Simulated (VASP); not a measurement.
Crystal: ZnS.

```
CELL_PARAMETERS angstrom
0.00000 2.68040 2.68040
2.68040 0.00000 2.68040
2.68040 2.68040 0.00000
ATOMIC_POSITIONS crystal
Zn 0.00000 0.00000 0.00000
S 0.75000 0.75000 0.75000
```

The cell is a database's computed one.

Base run:

```yaml
Program: VASP 6.6.1
Functional: PBEsol
Potentials_or_basis: VASP PAW PBE potentials, release 64 (Zn, S)
Cutoff: 520 eV
k_mesh: 10 × 10 × 10
Occupations: gaussian, width 0.02 eV
Spin: no spin polarisation
```

Its results: band gap on the k mesh 2.08 eV, direct.

**Question.** The run is repeated on the same cell with these changes: functional from PBEsol to r2SCAN. What comes out?

**Answer.** Band gap on the k mesh 2.79 eV, direct.

r2SCAN gives the wider gap, since meta-GGAs in the generalised Kohn-Sham scheme recover part of the derivative discontinuity.
